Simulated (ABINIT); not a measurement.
Runs of ABINIT 10.8.3 (patched build) on W. The structure is cubic, space group Fm-3m (No. 225). The conventional cell has a = 4.060 Å, b = 4.060 Å, c = 4.060 Å, α = 90.00°, β = 90.00°, γ = 90.00°. W (site symmetry m-3m) has 12 W at 2.87 Å as nearest neighbours. This isn't the form of W at room conditions, which is bcc.

```csv
level,gap on the mesh (eV),pressure (GPa)
BLYP,none,(a)
SCAN,none,-15.8
LDA,none,(b)
r2SCAN,none,-8.8
PBEsol,none,-12.4
```

Alike in all rows: task band structure; potentials or basis JTH PAW PBE v2.0; no spin polarisation; cell as given; k mesh 11 × 11 × 11; cutoff (eV) 517; smearing fermi-dirac 0.05 eV.

Problem. Estimate the missing entries.

Solution. (a) 5.0; (b) -17.3.

Caveats: the PAW data sets were made with another functional, which shifts forces and pressure a little; spin-orbit coupling is left out, which moves the levels of the heavy elements.

A k mesh can miss the band edges, and the runs leave out spin-orbit coupling on W.

A gap of «none» marks a metal or a gap under the smearing width.
